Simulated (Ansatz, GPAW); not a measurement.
# hexatriene-1,6-dithiol between two Pt chains: relaxation, then transmission at several levels, part 4 of 5

Wanted: T(E) of hexatriene-1,6-dithiol between two Pt chains at a relaxed geometry in two programs, beside the unrelaxed structure.

GPAW 26.7.0 and Ansatz 0.2.0; Ansatz plane waves; relaxation of the junction with the lead ends held; PAW set soft_1 (the session's first sound run).

So far, transmission at the Fermi level (one spin): step 3 (plane waves, PBE) 0.102; step 4 (double-zeta polarised basis, PBE, GPAW) 0.0970; step 5 (GPAW, szp: basis = "szp(dzp)", PBE, GPAW) 0.0928; step 6 (GPAW, sz: basis = "sz(dzp)", PBE, GPAW) 0.106.

## Step 7: RPBE in the dzp basis: xc = "RPBE"

Level of this step: GPAW LCAO, PAW setups; Landauer transmission from Green's functions with principal layers (ASE), zero bias (GPAW).

Back in the dzp basis, the functional changes from PBE to RPBE, to set the spread between functionals beside that between bases.

Input file run.py:

```python
import json
import numpy as np
from ase import Atoms
from ase.transport.calculators import TransportCalculator
from gpaw import GPAW, FermiDirac
from gpaw.lcao.tools import get_lcao_hamiltonian
from scipy.linalg import eigh

# The junction with lead layers at both ends, along the third cell vector
device = Atoms(
    ['Pt', 'Pt', 'Pt', 'Pt', 'Pt', 'Pt', 'Pt', 'Pt', 'S', 'C', 'H', 'H', 'C', 'C', 'H', 'H', 'C', 'C', 'H', 'H', 'C', 'S', 'Pt', 'Pt', 'Pt', 'Pt', 'Pt', 'Pt', 'Pt', 'Pt'],
    positions=[
        [6.08030, 4.50000, 1.20000],
        [6.08030, 4.50000, 3.60000],
        [6.08030, 4.50000, 6.00000],
        [6.08030, 4.50000, 8.40000],
        [6.08030, 4.50000, 10.80000],
        [6.08030, 4.50000, 13.20000],
        [4.66870, 4.58284, 15.10975],
        [5.19861, 4.54374, 17.47683],
        [3.81085, 4.56797, 19.13329],
        [4.25356, 4.55190, 20.76505],
        [6.40784, 4.51732, 20.89498],
        [3.34416, 4.56332, 21.37968],
        [5.47187, 4.52848, 21.46017],
        [5.50576, 4.52075, 22.85621],
        [7.63237, 4.49196, 23.11772],
        [4.54502, 4.53128, 23.38186],
        [6.67154, 4.50201, 23.64322],
        [6.70494, 4.49546, 25.03928],
        [8.83281, 4.46738, 25.12174],
        [5.76861, 4.50525, 25.60389],
        [7.92275, 4.47604, 25.73539],
        [8.36328, 4.46335, 27.36776],
        [6.97235, 4.47919, 29.02178],
        [7.49827, 4.46376, 31.38975],
        [6.08030, 4.50000, 33.29597],
        [6.08030, 4.50000, 35.69597],
        [6.08030, 4.50000, 38.09597],
        [6.08030, 4.50000, 40.49597],
        [6.08030, 4.50000, 42.89597],
        [6.08030, 4.50000, 45.29597]],
    cell=[[12.16059, 0.0, 0.0], [0.0, 9.0, 0.0], [0.0, 0.0, 46.49597]],
    pbc=True)

# One principal layer of the lead: the first 5 atoms of the device
lead = Atoms(
    ['Pt', 'Pt', 'Pt', 'Pt', 'Pt'],
    positions=[
        [6.08030, 4.50000, 1.20000],
        [6.08030, 4.50000, 3.60000],
        [6.08030, 4.50000, 6.00000],
        [6.08030, 4.50000, 8.40000],
        [6.08030, 4.50000, 10.80000]],
    cell=[[12.16059, 0.0, 0.0], [0.0, 9.0, 0.0], [0.0, 0.0, 12.0]],
    pbc=True)

settings = dict(mode='lcao', basis='dzp', xc='RPBE', h=0.2,
                occupations=FermiDirac(0.1), maxiter=250,
                mixer=dict(beta=0.1, nmaxold=8, weight=100.0),
                convergence=dict(density=0.0001))
energies = np.arange(-2, 2 + 1e-9, 0.025)
eta = 0.0001
n1, n2 = 1, 1
# k and -k transmit alike, so half of the mesh across the current serves
mesh = [(i, j) for i in range(n1) for j in range(n2) if (i, j) <= (-i % n1, -j % n2)]
weights = np.array([1 if (i, j) == (-i % n1, -j % n2) else 2 for i, j in mesh]) / (n1 * n2)


def ground_state(atoms, size, txt):
    atoms.calc = GPAW(kpts={'size': size, 'gamma': True}, symmetry={'tolerance': 1e-3}, txt=txt, **settings)
    atoms.get_potential_energy()
    return atoms.calc.get_fermi_level()


def blocks(atoms, fermi, points, nz, cells):
    """H - E_F S and S between cell 0 and the cells above it, at each point across the current."""
    kz = np.arange(nz) / nz
    calc = atoms.calc.fixed_density(kpts=[(*k, z) for k in points for z in kz], symmetry='off', txt=None)
    H, S = get_lcao_hamiltonian(calc)
    H = (H - fermi * S).reshape(len(H), len(points), nz, *S.shape[1:])
    S = S.reshape(H.shape[1:])
    phases = [np.exp(-2j * np.pi * kz * R) / nz for R in cells]
    return [(np.einsum('skzij,z->ksij', H, p), np.einsum('kzij,z->kij', S, p)) for p in phases]


def pair(a, b):
    return np.block([[a, b], [b.T.conj(), a]])


def count_channels(h, s, cells, nk=240):
    """Half the number of times that the lead's bands cross each energy, unfolded to its shortest repeat."""
    b = len(h) // cells
    bands = []
    for k in (np.arange(nk + 1) + 0.5) / nk:
        hk, sk = h[:b, :b].copy(), s[:b, :b].copy()
        for R in range(1, cells):
            phase, block = np.exp(2j * np.pi * k * R), slice(R * b, (R + 1) * b)
            hk += h[:b, block] * phase + (h[:b, block] * phase).T.conj()
            sk += s[:b, block] * phase + (s[:b, block] * phase).T.conj()
        w, u = eigh(sk)
        x = u[:, w > 1e-5] / w[w > 1e-5]**0.5  # drop near-dependent combinations
        bands.append(np.r_[eigh(x.T.conj() @ hk @ x, eigvals_only=True), [1e9] * (w <= 1e-5).sum()])
    below = np.array(bands)[:, :, None] < energies
    return (below[1:] != below[:-1]).sum((0, 1)) / 2


fermi_lead = ground_state(lead, (1, 1, 10), 'lead.txt')
fermi_device = ground_state(device, (1, 1, 2), 'device.txt')
T, channels, eigen, tail, misfit, shifts = [], [], [], 0.0, 0.0, []
for first in range(0, len(mesh), 123):
    points = [(i / n1, j / n2) for i, j in mesh[first:first + 123]]
    (H0k, S0k), (H1k, S1k), (H2k, _) = blocks(lead, fermi_lead, points, 5, range(3))
    [(Hk, Sk)] = blocks(device, fermi_device, points, 2, [0])
    tail = max(tail, abs(H2k).max())
    for H0, S0, H1, S1, H, S in zip(H0k, S0k, H1k, S1k, Hk, Sk):
        n = len(S0)
        # Shift the lead onto the potential of the device's first layer
        shift = ((H[:, 0, 0] - H0[:, 0, 0]) / S0[0, 0]).real.mean()
        shifts.append(shift)
        misfit = max(misfit, abs(H[:, :n, :n] - H0 - shift * S0).max())
        Tk, Ck, Ek = [], [], []
        for s in range(len(H)):
            t = s % len(H0)  # a lead without moments serves both spins
            h1, s1 = pair(H0[t] + shift * S0, H1[t] + shift * S1), pair(S0, S1)
            leads = dict(h1=h1, s1=s1, energies=energies, eta=eta, eta1=eta, eta2=eta)
            calc = TransportCalculator(h=H[s], s=S, eigenchannels=3, **leads)
            Tk.append(calc.get_transmission())
            Ek.append(np.sort(calc.eigenchannels_ne, axis=0)[::-1])
            Ck.append(count_channels(h1, s1, 10))
        T.append(Tk)
        channels.append(Ck)
        eigen.append(Ek)
T, channels = np.array(T), np.array(channels)
mean, open_channels = np.einsum('kse,k->se', T, weights), np.einsum('kse,k->se', channels, weights)

print(f'basis functions: device {len(S)}, principal layer {n}')
print(f'Fermi level: lead {fermi_lead:.4f} eV, device {fermi_device:.4f} eV; lead shifted by {np.mean(shifts):.4f} eV')
print(f'largest coupling past the next layer {tail:.2e} eV, largest misfit of the first layer {misfit:.3f} eV')
print('  E-E_F (eV)   ' + 'T (one spin)  channels')
for e, t, c in zip(energies, mean.T, open_channels.T):
    print(f'{e:10.3f}  ', *[f'{x:11.4e}' for x in t], *[f'{x:9.4f}' for x in c])

kT = 8.617333e-5 * 300
fine = np.linspace(energies[0], energies[-1], 4001)
both = np.exp(np.interp(fine, energies, np.log(np.maximum(mean.sum(0) * 2 / len(mean), 1e-30))))
fermi = lambda mu: 1 / (1 + np.exp(np.clip((fine - mu) / kT, -200, 200)))
slope = fermi(0) * (1 - fermi(0)) / kT
G = np.trapezoid(both * slope, fine) / 2
seebeck = -np.trapezoid(both * slope * fine, fine) / (2 * G * 300) * 1e6
print(f'conductance at 300 K: {G:.5g} G0 a cell; thermopower {seebeck:.4g} uV/K')
bias = [0.1, 0.2, 0.5, 1.0, 1.5, 2.0]
current = [38.74 * np.trapezoid(both * (fermi(V / 2) - fermi(-V / 2)), fine) for V in bias]
for V, I in zip(bias, current):
    print(f'current from the zero-bias T(E) at {V} V: {I:.5g} uA')
zero = abs(energies).argmin()
json.dump(dict(energies=energies.tolist(), T=mean.tolist(), channels=open_channels.tolist(), G=G, seebeck=seebeck,
               bias=bias, current=current, tail=tail, misfit=misfit, shift=np.mean(shifts), n_device=len(S), n_lead=n,
               fermi=[fermi_lead, fermi_device], energy=device.get_potential_energy(),
               moments=device.get_magnetic_moments().tolist(), mesh=mesh, weights=weights.tolist(),
               T_k=T[:, :, zero].tolist(), eigen=np.array(eigen[0]).tolist()), open('result.json', 'w'))
```

Started as:

```bash
OMP_NUM_THREADS=1 OPENBLAS_NUM_THREADS=1 python run.py
```

Numbers of over 12 decimals in the logs are rounded to 6 here.

What it wrote:

```text
basis functions: device 566, principal layer 135
Fermi level: lead -4.7817 eV, device -4.3527 eV; lead shifted by -0.0021 eV
largest coupling past the next layer 8.00e-06 eV, largest misfit of the first layer 0.120 eV
  E-E_F (eV)   T (one spin)  [channel counts left out]
    -2.000    6.8533e-01
    -1.975    6.9926e-01
    -1.950    7.1138e-01
[...]
1.975    9.1892e-06
     2.000    9.0962e-06
conductance at 300 K: 0.12061 G0 a cell; thermopower 91.23 uV/K
current from the zero-bias T(E) at 0.1 V: 1.0085 uA
current from the zero-bias T(E) at 0.2 V: 2.4673 uA
current from the zero-bias T(E) at 0.5 V: 10.774 uA
current from the zero-bias T(E) at 1.0 V: 22.423 uA
current from the zero-bias T(E) at 1.5 V: 35.895 uA
current from the zero-bias T(E) at 2.0 V: 52.278 uA
```

Elapsed: 9.4 min, on 1 thread of Arm Neoverse V1, shared host; peak memory 2 GiB.

Numbers from this step:

```
conductance                                    : 0.1206 G₀
thermopower                                    : 91.23 μV/K
largest coupling past the next principal layer : 8.00e-6 eV
largest misfit of the first principal layer    : 0.1205 eV
shift that aligns the lead                     : -0.002129 eV
basis functions of the junction                : 566
basis functions of a principal layer           : 135
transmission at the Fermi level (one spin)     : 0.09647
```

One spin. Transmission, zone mean against energy, zero at the Fermi level:

energy (eV), transmission, zone mean and a bar:
```
   -2.000      0.685 #####################
   -1.900      0.729 ######################
   -1.800      0.742 ######################
   -1.700      0.737 ######################
   -1.600      0.753 #######################
   -1.500      0.832 #########################
   -1.400      0.998 ##############################
   -1.300      0.218 #######
   -1.200      0.050 #
   -1.100      0.066 ##
   -1.000      0.503 ###############
   -0.900      0.994 ##############################
   -0.800      0.889 ###########################
   -0.700      0.813 ########################
   -0.600      0.650 ####################
   -0.500      0.507 ###############
   -0.400      0.244 #######
   -0.300      0.307 #########
   -0.200      0.879 ##########################
   -0.100      0.384 ############
    0.000      0.096 ###
    0.100      0.048 #
    0.200      0.048 #
    0.300      0.135 ####
    0.375      0.838 #########################
    0.400      0.249 #######
    0.500      0.013 
    0.600      0.002 
    0.700      0.000 
    0.800      0.000 
    0.900      0.000 
    1.000      0.000 
    1.100      0.000 
    1.200      0.000 
    1.300      0.000 
    1.400      0.000 
    1.500      0.000 
    1.600      0.000 
    1.700      0.000 
    1.800      0.000 
    1.900      0.000 
    2.000      0.000
```

The conductance, 0.121 G₀, lies 1.9 % below that of the dzp run.

## Step 8: Without the relaxation: geometry = "as built"

The dzp basis with PBE on the structure as first built shows what the relaxation was worth.

Edit run.py of step 7 so:

```diff
@@ -18,20 +18,20 @@
         [6.08030, 4.50000, 13.20000],
-        [4.66870, 4.58284, 15.10975],
-        [5.19861, 4.54374, 17.47683],
-        [3.81085, 4.56797, 19.13329],
-        [4.25356, 4.55190, 20.76505],
-        [6.40784, 4.51732, 20.89498],
-        [3.34416, 4.56332, 21.37968],
-        [5.47187, 4.52848, 21.46017],
-        [5.50576, 4.52075, 22.85621],
-        [7.63237, 4.49196, 23.11772],
-        [4.54502, 4.53128, 23.38186],
-        [6.67154, 4.50201, 23.64322],
-        [6.70494, 4.49546, 25.03928],
-        [8.83281, 4.46738, 25.12174],
-        [5.76861, 4.50525, 25.60389],
-        [7.92275, 4.47604, 25.73539],
-        [8.36328, 4.46335, 27.36776],
-        [6.97235, 4.47919, 29.02178],
-        [7.49827, 4.46376, 31.38975],
+        [6.08030, 4.50000, 15.60000],
+        [6.08030, 4.50000, 18.00000],
+        [4.02697, 4.49998, 19.14295],
+        [4.17771, 4.49997, 20.86602],
+        [6.28822, 4.49999, 20.91861],
+        [3.25001, 4.49997, 21.43131],
+        [5.36331, 4.49998, 21.49130],
+        [5.48760, 4.49998, 22.93363],
+        [7.59584, 4.49999, 22.98486],
+        [4.56477, 4.49997, 23.51111],
+        [6.67300, 4.49998, 23.56235],
+        [6.79729, 4.49997, 25.00468],
+        [8.91059, 4.49997, 25.06467],
+        [5.87238, 4.49997, 25.57736],
+        [7.98289, 4.49997, 25.62995],
+        [8.13363, 4.49996, 27.35303],
+        [6.08030, 4.50000, 28.49597],
+        [6.08030, 4.50000, 30.89597],
         [6.08030, 4.50000, 33.29597],
@@ -57,3 +57,3 @@
 
-settings = dict(mode='lcao', basis='dzp', xc='RPBE', h=0.2,
+settings = dict(mode='lcao', basis='dzp', xc='PBE', h=0.2,
                 occupations=FermiDirac(0.1), maxiter=250,
```

What it wrote:

```text
basis functions: device 566, principal layer 135
Fermi level: lead -4.8869 eV, device -4.5073 eV; lead shifted by 0.0008 eV
largest coupling past the next layer 8.09e-06 eV, largest misfit of the first layer 0.110 eV
  E-E_F (eV)   T (one spin)  [channel counts left out]
    -2.000    5.2773e-01
    -1.975    4.1644e-01
    -1.950    3.3355e-01
[...]
1.975    6.2448e-05
     2.000    6.7856e-05
conductance at 300 K: 0.59857 G0 a cell; thermopower -54.19 uV/K
current from the zero-bias T(E) at 0.1 V: 4.5479 uA
current from the zero-bias T(E) at 0.2 V: 8.4301 uA
current from the zero-bias T(E) at 0.5 V: 13.503 uA
current from the zero-bias T(E) at 1.0 V: 22.093 uA
current from the zero-bias T(E) at 1.5 V: 35.286 uA
current from the zero-bias T(E) at 2.0 V: 46.581 uA
```

It took 6.5 min on 1 thread; peak memory 2 GiB.

Numbers from this step:

| Quantity | Value |
| --- | --- |
| conductance | 0.5986 G₀ |
| thermopower | -54.19 μV/K |
| largest coupling past the next principal layer | 8.09e-6 eV |
| largest misfit of the first principal layer | 0.1096 eV |
| shift that aligns the lead | 7.60e-4 eV |
| transmission at the Fermi level (one spin) | 0.6076 |

The conductance, 0.599 G₀, lies 387 % above that of the dzp run.

## Step 9: All levels side by side

Times are wall times on the hardware named with each run. The series side by side:

| no. | run | conductance (G₀) | time | memory (GiB) |
| --- | --- | --- | --- | --- |
| 1 | pw PBE | 0.1185 | 1.9 h | 6.9 |
| 2 | dzp | 0.1229 | 10 min | 2.0 |
| 3 | szp | 0.1138 | 6.4 min | 2.0 |
| 4 | sz | 0.1311 | 5.8 min | 1.9 |
| 5 | dzp RPBE | 0.1206 | 9.4 min | 2.0 |
| 6 | asbuilt | 0.5986 | 6.5 min | 2.0 |

## Step 10: The levels side by side

The curves are compared point by point over the common energies.

This step: comparison of transmission and cost over codes, levels and geometry; PAW set soft_1 (GPAW 26.7.0).

Ladder, by row:

| step | code | T at the Fermi level (sum over the listed spins) | conductance (G0) | r.m.s. T(E) from the first | wall time (s) | peak memory (GiB) | threads |
| --- | --- | --- | --- | --- | --- | --- | --- |
| pw-pbe | Ansatz | 0.102 | 0.1185 | 0 | 6917 | 6.938 | 4 |
| dzp | GPAW | 0.09697 | 0.1229 | 0.173 | 609.6 | 2.05 | 1 |
| szp | GPAW | 0.09279 | 0.1138 | 0.2077 | 384.5 | 1.97 | 1 |
| sz | GPAW | 0.1058 | 0.1311 | 0.2572 | 348.3 | 1.89 | 1 |
| dzp-RPBE | GPAW | 0.09647 | 0.1206 | 0.1665 | 565.1 | 2.05 | 1 |
| asbuilt | GPAW | 0.6076 | 0.5986 | 0.3355 | 392.8 | 2.05 | 1 |

Transmission, zone mean, sum over the listed spins against energy, zero at the Fermi level:

| energy (eV) | pw-pbe | dzp | szp | sz | dzp-RPBE | asbuilt |
| --- | --- | --- | --- | --- | --- | --- |
| -2.000 | 0.645 | 0.693 | 0.784 | 0.731 | 0.685 | 0.528 |
| -1.800 | 0.708 | 0.747 | 0.882 | 0.798 | 0.742 | 0.134 |
| -1.600 | 0.731 | 0.755 | 0.927 | 0.806 | 0.753 | 0.125 |
| -1.450 | 1.00 | 0.915 | 0.999 | 0.899 | 0.923 | 0.754 |
| -1.400 | 0.134 | 0.997 | 0.931 | 0.963 | 0.998 | 0.0782 |
| -1.350 | 0.0901 | 0.818 | 0.664 | 0.995 | 0.768 | 0.0137 |
| -1.200 | 0.0541 | 0.0463 | 0.0418 | 0.0829 | 0.0498 | 0.111 |
| -1.000 | 0.912 | 0.453 | 0.418 | 0.157 | 0.503 | 0.170 |
| -0.950 | 0.996 | 0.800 | 0.853 | 0.330 | 0.845 | 0.319 |
| -0.900 | 0.954 | 0.983 | 0.992 | 0.566 | 0.994 | 0.478 |
| -0.875 | 0.943 | 0.995 | 0.944 | 0.701 | 0.986 | 0.567 |
| -0.800 | 0.908 | 0.908 | 0.775 | 0.973 | 0.889 | 0.919 |
| -0.750 | 0.873 | 0.881 | 0.721 | 0.995 | 0.865 | 0.986 |
| -0.600 | 0.737 | 0.654 | 0.527 | 0.681 | 0.650 | 0.568 |
| -0.400 | 0.249 | 0.251 | 0.215 | 0.238 | 0.244 | 0.743 |
| -0.250 | 0.824 | 0.666 | 0.754 | 0.673 | 0.723 | 0.0311 |
| -0.200 | 0.767 | 0.882 | 0.870 | 0.867 | 0.879 | 0.0516 |
| 0.000 | 0.102 | 0.0970 | 0.0928 | 0.106 | 0.0965 | 0.608 |
| 0.200 | 0.0507 | 0.0447 | 0.113 | 0.451 | 0.0479 | 0.191 |
| 0.400 | 0.788 | 0.302 | 0.0157 | 0.00487 | 0.249 | 0.0305 |
| 0.600 | 0.00418 | 0.00251 | 6.6e-4 | 2.6e-4 | 0.00239 | 0.00705 |
| 0.800 | 1.1e-4 | 1.1e-4 | 9.4e-5 | 7.0e-5 | 1.0e-4 | 1.4e-4 |
| 1.000 | 7.3e-5 | 5.2e-5 | 5.5e-5 | 4.2e-5 | 5.3e-5 | 7.9e-5 |
| 1.200 | 3.7e-5 | 2.8e-5 | 3.1e-5 | 2.4e-5 | 2.8e-5 | 4.4e-5 |
| 1.400 | 2.2e-5 | 1.7e-5 | 2.0e-5 | 1.5e-5 | 1.7e-5 | 2.9e-5 |
| 1.600 | 1.6e-5 | 1.3e-5 | 1.4e-5 | 1.0e-5 | 1.3e-5 | 2.7e-5 |
| 1.800 | 1.3e-5 | 1.0e-5 | 1.2e-5 | 8.0e-6 | 1.0e-5 | 3.8e-5 |
| 2.000 | 1.1e-5 | 9.3e-6 | 1.0e-5 | 6.8e-6 | 9.1e-6 | 6.8e-5 |

(Continued in part 5 of 5.)

[Logs are printed without paths, hosts, clocks, repeated set-up lines and the standing remarks that a program may print on its own settings, such as how far it seeks lower states.]

[Hosts, paths, dates, database ids (printed as entryN), source tags and the programs' standing remarks are cut or masked in the printed files.]
